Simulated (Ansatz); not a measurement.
# Sn (Fd-3m) in Ansatz: further runs

The runs below take Sn through band structure, elastic constants, phonons, with Slater exchange only, PBEsol+D3(BJ).

Everything below comes from runs of Ansatz 0.2.0. Logs are shortened: lines on timing, memory, paths and dates and some standing lists are left out, and cuts for length are marked.

## 1. The structure

The structure is cubic, space group Fd-3m (No. 227). The conventional cell has a = 6.467 Å, b = 6.467 Å, c = 6.467 Å, α = 90.00°, β = 90.00°, γ = 90.00°. Around Sn (site symmetry -43m) lie 4 Sn at 2.80 Å.

This isn't the form of Sn at room conditions, which is tetragonal (white tin).

## 2. Band structure, Slater exchange only, collinear spin, ferrimagnetic start, moments held on the sites

File input.yaml:

```yaml
crystal:
  lattice: { a: 4.5726372396, b: 4.5726372396, c: 4.5726372396, alpha: 60.0, beta: 60.0, gamma: 60.0 }
  atoms:
    - { symbol: Sn, position: [0.75, 0.75, 0.75], spin: 0.5 }
    - { symbol: Sn, position: [0.5, 0.5, 0.5], spin: -0.25 }
kpoints:
  mp_grid: { grid: [6, 6, 6] }
  band_path:
    path:
      - [0.0, 0.0, 0.0]
      - [0.5, 0.0, 0.5]
      - [0.5, 0.25, 0.75]
      - [0.375, 0.375, 0.75]
      - [0.0, 0.0, 0.0]
      - [0.5, 0.5, 0.5]
      - [0.625, 0.25, 0.625]
      - [0.5, 0.25, 0.75]
    npoints: 6
scf:
  occupations: { method: gaussian, width: 0.05 }
  n_extra_bands: 32
hamiltonian:
  xc: { exchange: slater, correlation: none }
  pseudopotentials: { kind: all_electron, lapw: { basis_error: 0.001 } }
magnetization:
  spin_polarized: true
  spin_locking: { lock_spins: true }
output:
  forces: true
  stress: true
  eigenvalues: true
```

Potentials or basis: all-electron LAPW, scalar-relativistic.

Command:

```bash
ansatz run input.yaml --threads 1 --pin off --max-ram 2560MiB --backend cpu --events-out ev --progress --plain --runs-dir out
```

What it wrote:

```text
Warning: output.stress: the lock of the moments that magnetization.spin_locking holds to the close lets an SCF meet its threshold on dr2 anywhere within the lock's freeze window, and the stress can move with the moments there: no threshold on dr2 bounds that. The window is the square root of the freeze energy over magnetization.spin_locking.lambda. Set magnetization.spin_locking.freeze_energy_tol to 1e-7 of magnetization.spin_locking.lambda or tighter (1e-7 eV at magnetization.spin_locking.lambda's default), and hold the SCF's own gates tight with it: the threshold on dr2 and, on a non-collinear run, whose gate on the magnetisation can be let go, scf.convergence.magnetization_residual_energy_tol, under 2e-7 eV over the cell's volume in cubic angstroms (a run under these bars is not thereby shown to hold its stress)
Warning: RAYON_NUM_THREADS=1 ignored (pool sized by the plan → 1); use --threads N
LAPW: plane waves up to 8.215 Å⁻¹, error target 1.0e-3 eV per atom; small_component_spin mean_spin; Sn in spheres of 1.400 Å, 22 of its electrons in bands, Dirac shells [] (how accurate: hamiltonian.pseudopotentials.lapw.basis_error, Limitations)
scf.n_extra_bands = 32 over 22 filled bands (N_el = 44.0): the run solves 54 bands
Engine: ansatz 0.2.0, x86_64-unknown-linux-gnu
Pseudopotentials: kind: all_electron
Pseudopotential: Sn, LAPW, valence charge 22, lapw/all_electron/scalar/gaussian/Sn, Koelling and Harmon's equation, gaussian nucleus
Functional definition: unnamed
  exchange = slater_x
  correlation = 0
Crystal: 2 atoms, lattice volume = 67.606 Å³
Basis set: ecut = 257.0978783649566 eV, 609 PW (Γ), exchange–correlation at level 2
Bands: 54, of which v1, the nominal top of the filled ones, is band 22 counted from 1 (21 counted from 0)
Symmetry: 24 space group operations
Space group: F-43m (ITA 216), of the structure as read, at distance tolerance 4.1e-5 Å
Magnetic group: BNS 216.74 (UNI 1576), of the structure as read, at distance tolerance 4.1e-5 Å
k-points: 16 of 216 (time reversal used)
Non-local potential: Sn, projectors of the file, none
Initial density: superposition of atomic densities (chi_scale 0.1, normalization cell)
Starting moments: Σ|m| = 0.75 μB on 2 of 2 sites
Initial wavefunctions: plane waves of lowest kinetic energy (no species holds an atomic orbital)
Functional: x = slater, c = none
iter 1 solved again at ethr=8.60e-4 eV; its pass at ethr=1.00e-1 eV (dr2=3.78e-1 eV) is discarded
SCF iter   1: F=-335629.165409 eV  HF=-335629.351579 eV  |F-HF|=1.86e-1  |Δ(HF+E_count)|=         —  Δρ=1.04e-2 (↑9.81e-3 ↓1.04e-2)  dr2=3.78e-1  dr2_m=3.84e-3  M=0.019 μB ∫|m|=0.402 μB  β_m=0.30  ethr=8.60e-4  ⟨swp⟩=2.3  Hψ=10731  notcnv=0
preconditioner: auto → Kerker (q_TF=auto, 2.540 Å⁻¹)  [metal: Δε(μ)=0.023 eV  Ē_g=33.404 eV  σ=0.050 eV  W_gap=0.25  n_scr=14 (ndim 8)  ℏωp=23.9 eV  f_vac=0.100  D(μ)=0.34/eV (n_scr^D=0)]
[... 50 lines left out ...]
  1     per_site  -0.2500  -0.2512        1.17e-3      +5.38e-1   1.000  0    yes
Free energy (F): -335628.495309 eV
Harris-Foulkes:  -335628.495309 eV  (|F-HF|=2.33e-10)
Internal energy: -335628.494571 eV  (E = F + TS)
E sigma→0 (E₀):  -335628.494940 eV
Entropy (-TS):   -0.000738 eV (-0.369 meV/atom)
Fermi energy:    11.342508 eV
--- Per-component energies (eV) ---
  E_band       = -1485.277800
  E_kinetic    = 353100.928005
  E_xc         = -8439.542985
  E_constr_dc  = -1.472093  (∫m·b dr)
  E_electrostatic = -680289.879602  (all electrons and nuclei)
  E_smearing   = -0.000738  (= −TS)
  E_closure    = 0.000011  (closes the sum)
  E_penalty    = 0.003502  (constraint; not in F)
  E_atoms      = -335621.406938  (free atoms, spherical and without spin; not in F)
  Σ components = -335628.495309   (vs F -335628.495309, Δ=0.00e0)
  Basis errors (estimates in eV, not in F): energy 4.6e-4 per atom: plane waves 4.3e-4 (2.5e-4 summed), levels above the bands 0.0e0, relativity 5.1e-9, radial functions 3.6e-5, core shells 4.5e-8; eigenvalues (radial functions only) 2.3e-5; not estimated: angular momenta, meshes, grids; target (lapw.basis_error) 1.0e-3; muffin-tin radii Sn 1.400 Å
--- Forces (eV/Å), atoms counted from 1 ---
  atom   1  Sn     0.00000000    -0.00000000     0.00000000
  atom   2  Sn    -0.00000000     0.00000000     0.00000000
  max |Σ_I F_I| component: 5.20e-18 eV/Å
--- Stress (GPa, compression-positive) ---
        3.556746      -0.000000       0.000000
       -0.000000       3.556746      -0.000000
        0.000000       0.000000       3.556746
  P = ⅓ Tr σ = 3.5567 GPa (35.567 kbar)
--- Band table (eV; the first three rows and the last of 32) ---
  k-point 0 ↑: bands = ["-119.8203", "-116.6476", "-75.7656", "-75.7656", "-75.7656", "-72.5808", "-72.5808", "-72.5808", "-12.3245", "-12.3245", "-12.3245", "-12.2872", "-12.2872", "-9.0993", "-9.0993", "-9.0993", "-9.0555", "-9.0555", "-0.0506", "9.9310", "10.6908", "10.6908", "10.6908", "13.3219", "13.3219", "13.3219", "15.9866", "19.2051", "19.2051", "19.4770", "19.4770", "19.4770", "21.8873", "28.7119", "28.7119", "28.7119", "31.3929", "31.3929", "31.3929", "32.4520", "32.4520", "32.4520", "32.9610", "32.9610", "35.5325", "37.2886", "37.2886", "37.2886", "38.1452", "38.9660", "38.9660", "38.9660", "39.1384", "39.1384"]
  k-point 1 ↑: bands = ["-119.8203", "-116.6476", "-75.7656", "-75.7656", "-75.7656", "-72.5808", "-72.5808", "-72.5808", "-12.3247", "-12.3247", "-12.3242", "-12.2860", "-12.2860", "-9.1021", "-9.0964", "-9.0964", "-9.0563", "-9.0563", "0.2049", "7.8794", "10.3225", "10.3225", "11.3230", "13.8144", "13.8144", "14.2167", "17.1334", "18.1173", "18.1173", "18.9185", "21.5091", "21.5091", "23.5954", "26.8016", "26.8016", "27.9298", "28.8656", "30.7939", "30.7939", "32.7667", "32.7667", "34.0839", "34.8026", "35.3651", "35.3651", "35.7763", "35.7763", "37.0510", "37.3510", "37.3510", "37.7443", "38.3504", "39.3377", "40.1669"]
  k-point 2 ↑: bands = ["-119.8203", "-116.6476", "-75.7656", "-75.7656", "-75.7656", "-72.5809", "-72.5808", "-72.5808", "-12.3247", "-12.3247", "-12.3235", "-12.2840", "-12.2840", "-9.1077", "-9.0908", "-9.0908", "-9.0577", "-9.0577", "0.8888", "5.6684", "9.8167", "9.8167", "10.9914", "14.2922", "14.2922", "16.4260", "17.1922", "18.4928", "18.4928", "20.8181", "23.6280", "23.6280", "24.3017", "24.3017", "24.5539", "26.8262", "29.2227", "31.1669", "31.1669", "31.2167", "31.7834", "31.7834", "33.5100", "33.5100", "34.6803", "35.2324", "35.8007", "35.8007", "36.0265", "36.1874", "37.6633", "37.6633", "39.0400", "39.5260"]
  k-point 15 ↓: bands = ["-117.7590", "-114.3488", "-73.7005", "-73.7005", "-73.7005", "-70.2801", "-70.2801", "-70.2801", "-10.2739", "-10.2670", "-10.2641", "-10.2328", "-10.2259", "-6.8522", "-6.8046", "-6.7979", "-6.7880", "-6.7818", "3.6358", "5.2657", "8.6414", "8.7574", "13.8904", "13.9094", "17.0647", "17.1591", "20.6028", "21.2556", "21.7352", "22.0844", "24.3532", "24.4806", "24.5597", "24.6276", "26.2751", "26.3549", "28.8660", "29.0649", "29.1445", "29.4813", "30.4658", "30.8382", "32.0043", "32.4575", "33.4880", "33.8606", "36.4385", "36.8492", "37.3953", "37.5996", "38.6936", "39.3335", "41.0247", "41.1945"]
```

bands.tsv:

```text
[... 57 lines left out ...]
```

Run time: 40 s. Hardware: 1 thread of AMD EPYC 9R45 (Zen 5), shared host; peak memory 0.45 GiB.

The run converged, but some of its settings lie outside the range that counts as converged (typed here: kpoints.mp_grid.grid = 6 × 6 × 6; scf.n_extra_bands = 32), so its numbers aren't taken as properties of the crystal.

What came out:

```
Free energy             : -335628.4953 eV
Band gap along the path : none (metal or under the smearing width)
Net moment              : 0.17 μB per cell
Absolute moment         : 1.16 μB per cell
Site moments            : Sn +0.50, -0.25 μB
```

Caveat: the SCF stop doesn't bound the stress; each atom's moment is held at its typed value, so this isn't a free magnetic state; spin-orbit coupling is left out, which moves the levels of the heavy elements.

## 3. Elastic constants, PBEsol+D3(BJ), collinear spin, antiferromagnetic start

File input.yaml:

```yaml
crystal:
  lattice:
    - [0.0, 3.2333428, 3.2333428]
    - [3.2333428, 0.0, 3.2333428]
    - [3.2333428, 3.2333428, 0.0]
  atoms:
    - { symbol: Sn, position_ang: [4.8500142, 4.8500142, 4.8500142], spin: 0.5 }
    - { symbol: Sn, position_ang: [3.2333428, 3.2333428, 3.2333428], spin: -0.5 }
kpoints:
  mp_grid: { grid: [5, 5, 5] }
scf:
  occupations: { method: methfessel_paxton, width: 0.1 }
  mixing: { preconditioner: ldos }
hamiltonian:
  xc: pbesol
  dispersion: d3bj
  pseudopotentials: { kind: all_electron, lapw: { basis_error: 0.0005 } }
magnetization:
  spin_polarized: true
output:
  forces: true
  stress: true
elastic:
  mode: clamped_ion
  stencil: two_point
```

Potentials or basis: all-electron LAPW, scalar-relativistic.

Command:

```bash
ansatz run input.yaml --threads 1 --pin off --max-ram 2560MiB --backend cpu --events-out ev --progress --plain --runs-dir out
```

What it wrote:

```text
Warning: RAYON_NUM_THREADS=1 ignored (pool sized by the plan → 1); use --threads N
LAPW: plane waves up to 8.840 Å⁻¹, error target 5.0e-4 eV per atom; small_component_spin mean_spin; Sn in spheres of 1.358 Å, 22 of its electrons in bands, Dirac shells [] (how accurate: hamiltonian.pseudopotentials.lapw.basis_error, Limitations)
Engine: ansatz 0.2.0, x86_64-unknown-linux-gnu
Pseudopotentials: kind: all_electron
Pseudopotential: Sn, LAPW, valence charge 22, lapw/all_electron/scalar/gaussian/Sn, Koelling and Harmon's equation, gaussian nucleus
Functional definition: PBEsol
  exchange = pbesol_x
  correlation = pbesol_c
Crystal: 2 atoms, lattice volume = 67.606 Å³
Basis set: ecut = 297.7336113865518 eV, 749 PW (Γ), exchange–correlation at level 2
Bands: 27, of which v1, the nominal top of the filled ones, is band 22 counted from 1 (21 counted from 0)
Symmetry: 24 space group operations
Space group: F-43m (ITA 216), of the structure as read, at distance tolerance 4.1e-5 Å
Magnetic group: BNS 227.130 (UNI 1632), of the structure as read, at distance tolerance 4.1e-5 Å
k-points: 10 of 125 (time reversal used)
Non-local potential: Sn, projectors of the file, none
[... 116 lines left out ...]
  k-point 9 ↓: bands = ["-119.0668", "-119.0660", "-74.9082", "-74.9079", "-74.9010", "-74.8966", "-74.8897", "-74.8894", "-11.5117", "-11.5035", "-11.3470", "-11.2667", "-11.2492", "-11.2184", "-11.1716", "-11.1345", "-10.9720", "-10.9645", "1.8201", "3.5920", "6.9550", "7.7220", "12.9705", "12.9849", "13.8627", "16.1748", "17.6956"]
--- Elastic constants: 2 strain directions × 2 members + reference (group order 24) ---
  dense FFT box of the reference and of every strained cell: 30×30×30
  strains applied: 11, 23; error gains: componentwise 1.00 (the most a stress slope's error grows in a printed constant), spectral 1.73 (1 for all six strains in a standard setting)
  pairwise dispersion correction: d3bj (s6 = 1.0, s8 = 2.9491, a1 = 0.4466, a2_bohr = 6.1742), with the weights of each atom's references fixed at the reference crystal's, and the forces and stress that the weights' published response gives there kept as a pressure on the atom's counted neighbours (hamiltonian.dispersion)
  C = ∂σ_k/∂η_j (tension-positive GPa; Voigt order 11 22 33 23 13 12):
        67.001     36.790     36.790      0.000     -0.000     -0.000
        36.790     67.001     36.790     -0.000      0.000      0.000
        36.790     36.790     67.001      0.000      0.000      0.000
        -0.000      0.000      0.000     34.177      0.000     -0.000
        -0.000     -0.000      0.000     -0.000     34.177     -0.000
         0.000      0.000     -0.000      0.000     -0.000     34.177
  reference stress σ⁰ (GPa):     -0.328     -0.328     -0.328     -0.000      0.000     -0.000
  no Pulay correction (none for the plane-wave cutoff is built on LAPW): the batch's stresses and constants are at fixed plane waves
  C* (energy form; C + prestress term) asymmetry max|C*_kj − C*_jk| = 2.132e-14 GPa — a small one proves nothing (zero by symmetry where the batch's group is 432, −43m or m−3m); a large one is finite-difference/SCF noise where every solve meets its electron count
  moduli (Voigt/Reuss/Hill, GPa): K = 46.86/46.86/46.86   G = 26.55/22.71/24.63   E = 62.87   ν = 0.276
  mechanically stable: yes (min eigenvalue of sym C = 30.21 GPa)
  where every solve meets its electron count the energy-path curvature estimates C_jj along a normal strain and C_jj − ¼(σ⁰_aa + σ⁰_bb) along a shear (ab), closely only under elastic.basis: deformed
  strain η (Voigt 11):  stress-route row diagonal C_11 = 67.00 GPa, energy-path curvature d²(F+E_count)/dδ²/Ω₀ = 67.00 GPa
         δ    σ_11 (GPa)             F (eV)   n_scf  n_hpsi   n_pw
    -2.000e-3      -0.4614     -336030.5430338       7   13584    801
     2.000e-3      -0.1934     -336030.5435868       7   13578    801
  strain η (Voigt 23):  stress-route row diagonal C_44 = 34.18 GPa, energy-path curvature d²(F+E_count)/dδ²/Ω₀ = 34.32 GPa
         δ    σ_23 (GPa)             F (eV)   n_scf  n_hpsi   n_pw
    -2.000e-3      -0.0684     -336030.5433379       8   22263    801
     2.000e-3       0.0684     -336030.5433379       8   22261    801
```

elastic_members.tsv:

```text
[... 18 lines left out ...]
3	2.0000000000e-3	-3.2761784563e-1	-3.2799529888e-1	-3.2799529888e-1	6.8353501203e-2	1.3896667098e-16	5.5586668393e-16	-3.3603054334e5	-3.3603054306e5	8	22261	801	nan	nan	0.0000000000e0	nan	nan	nan	nan	nan	nan	nan	0.0000000000e0
```

Run time: 40 s. Hardware: 1 thread of AMD EPYC 9R45 (Zen 5), shared host; peak memory 0.53 GiB.

What came out:

| Property | Result |
| --- | --- |
| Free energy | -336030.5434 eV |
| Pressure | 0.3 GPa |
| Band gap on the k mesh | none (metal or under the smearing width) |
| Net moment | 0.00 μB per cell |
| Absolute moment | 0.00 μB per cell |
| Clamped-ion elastic constants C11, C12, C44 | 67, 37, 34 GPa |
| Voigt bulk modulus | 47 GPa |

Elastic tensor in Voigt notation (GPa, ions clamped, in the Cartesian axes of the cell as first typed):
```
67 37 37  0  0  0
37 67 37  0  0  0
37 37 67  0  0  0
 0  0  0 34  0  0
 0  0  0  0 34  0
 0  0  0  0  0 34
```

Caveat: the program listed the state as in doubt; the k mesh is thin for a metal, which can move the energy by tens of meV per atom; elastic constants of metals need much finer meshes, so these are rough; pairwise dispersion overbinds metals, which lowers pressure and volume.

## 4. Phonons, PBEsol+D3(BJ), collinear spin, ferromagnetic start, moments held on the sites

File input.yaml:

```yaml
crystal:
  lattice:
    - [0.0, 3.2333428, 3.2333428]
    - [3.2333428, 0.0, 3.2333428]
    - [3.2333428, 3.2333428, 0.0]
  atoms:
    - { symbol: Sn, position: [0.75, 0.75, 0.75], spin: 0.5 }
    - { symbol: Sn, position: [0.5, 0.5, 0.5], spin: 0.5 }
kpoints:
  mp_grid: { grid: [6, 6, 6] }
scf:
  occupations: { method: cold, width: 0.01 }
hamiltonian:
  xc: pbesol
  dispersion: d3bj
  pseudopotentials:
    kind: all_electron
    lapw: { basis_error: 0.001 }
    dirac_shells: { Sn: ["3p", "3d"] }
magnetization:
  spin_polarized: true
  spin_locking: { lock_spins: true }
output: {}
phonons:
  method: fd
  supercell: [1, 1, 1]
```

Potentials or basis: all-electron LAPW, inner shells corrected to Dirac's equation.

Command:

```bash
ansatz run input.yaml --threads 1 --pin off --max-ram 2560MiB --backend cpu --events-out ev --progress --plain --runs-dir out
```

What it wrote:

```text
Warning: RAYON_NUM_THREADS=1 ignored (pool sized by the plan → 1); use --threads N
LAPW: plane waves up to 8.523 Å⁻¹, error target 1.0e-3 eV per atom; small_component_spin mean_spin; Sn in spheres of 1.358 Å, 22 of its electrons in bands, Dirac shells [2p, 3p, 3d] (how accurate: hamiltonian.pseudopotentials.lapw.basis_error, Limitations)
Engine: ansatz 0.2.0, x86_64-unknown-linux-gnu
Pseudopotentials: kind: all_electron
Pseudopotential: Sn, LAPW, valence charge 22, lapw/all_electron/scalar/gaussian/Sn, Koelling and Harmon's equation with Dirac's for 2p 3p 3d, gaussian nucleus
Functional definition: PBEsol
  exchange = pbesol_x
  correlation = pbesol_c
[... 570 lines left out ...]
  k-point 15 ↓: bands = ["-115.8827", "-115.8827", "-71.7246", "-71.7246", "-71.7149", "-71.7149", "-71.7052", "-71.7052", "-8.3850", "-8.3850", "-8.1830", "-8.1830", "-8.0753", "-8.0753", "-8.0142", "-8.0142", "-7.8015", "-7.8015", "4.5687", "4.5687", "8.3317", "8.3317", "13.4422", "13.4422", "16.7700", "16.7700", "20.7325"]
--- Phonons: 1 displaced member + reference (amplitude 0.0003125 Å, Σ member SCF iterations 13) ---
  symmetry images taken by strict's conditions (phonons.symmetry_images: auto; settled by no image being taken that strict refuses)
  ASR residual: 5.263e-6 → 0.000e0 eV/Å²; symmetrization residual: 3.553e-15 eV/Å²
  pairwise dispersion correction: d3bj (s6 = 1.0, s8 = 2.9491, a1 = 0.4466, a2_bohr = 6.1742), with the weights of each atom's references fixed at the reference crystal's, and the forces and stress that the weights' published response gives there kept as a pressure on the atom's counted neighbours (hamiltonian.dispersion)
  largest component of a force at the reference: 1.2e-18 eV/Å
  ASR residual per site (eV/Å²): 5.26e-6 5.26e-6
  Γ frequencies (cm⁻¹): -117.38 -117.38 -117.38 0.00 0.00 0.00
  density of states and harmonic sums: on the 17×17×17 q-mesh, interpolated from the force constants of a 1×1×1 supercell (no non-analytic term)
  largest difference from the sums on the solved wave vectors: F 0.00e0 eV, S 0.00e0 and C_V 0.00e0 eV/K
  zero-point energy: -0.000000 eV/cell   skipped modes (ω ≤ 0): 990, of them read as no rigid motion or as one in doubt: 987 (5.999e0 modes/cell left out, lowest -117.38 cm⁻¹)   left out of the sums: 1.00e0 of the cell's modes: C_V's classical limit lies that fraction below 3 k_B per atom; for a crystal, a wire or a layer, F and S can be off by more, and a phonons.interpolated_qmesh denser along its periods is the remedy for the sampling
```

phdos.tsv:

```text
# omega_inv_cm	omega_thz	g_bin_mean(omega)[modes/inv_cm]
# format = ansatz-phdos/2
# interpolated_qmesh = 17 17 17
# force_constants_supercell = 1 1 1
# fixed_weight_pressure_dispersion = d3bj
# dispersion_damping = {"method":"d3bj","s6":1.0,"s8":2.9491,"a1":0.4466,"a2_bohr":6.1742}
# lo_to_splitting: not included (the non-analytic LO-TO correction is not applied to the interpolated dynamical matrix; polar crystals: no LO-TO splitting at GAMMA, and LO and other optical branches, acoustic branches and sound speeds, and with them the density of states and the thermodynamics, can be off between the wave vectors that the force constants were sampled on, most near GAMMA; a larger extent of the force constants narrows that region and is not shown to mend the acoustic slopes)
# g_bin_mean(omega): the modes in a bin one row spacing wide, centred on omega, divided by that spacing. A flat band (one whose frequency is the same at every q-point) is counted whole in the row whose bin holds it (on the edge of two bins, in the lower row). The modes of the run's own cell are the sum of g_bin_mean times the row spacing in inv_cm (a plain sum, not the trapezoid rule); for a one-atom cell on a GAMMA-only q-mesh every row is zero, so that sum is 0, not 3
-117.382268	-3.519032	2.395593e-4
-117.147503	-3.511994	6.228543e-3
-116.912739	-3.504956	1.325418e-2
-116.677974	-3.497918	1.594572e-2
-116.443210	-3.490880	1.998434e-2
-116.208445	-3.483842	2.340611e-2
[... 493 lines left out ...]
-0.234765	-0.007038	4.601432e-7
-0.000000	-0.000000	1.769781e-8
```

Run time: 4.2 min. Hardware: 1 thread of AMD EPYC 9R45 (Zen 5), shared host; peak memory 0.55 GiB.

These settings aren't checked as converged (typed here: kpoints.mp_grid.grid = 6 × 6 × 6): the numbers below hold their error.

Results:

```
Free energy                   : -336123.8321 eV
Band gap on the k mesh        : none (metal or under the smearing width)
Net moment                    : 1.24 μB per cell
Absolute moment               : 1.40 μB per cell
Site moments                  : Sn +0.50 μB
Highest phonon frequency at Γ : 0 cm⁻¹
Most unstable mode            : 117i cm⁻¹
```

Caveat: some modes are imaginary; each atom's moment is held at its typed value, so this isn't a free magnetic state; pairwise dispersion overbinds metals, which lowers pressure and volume.
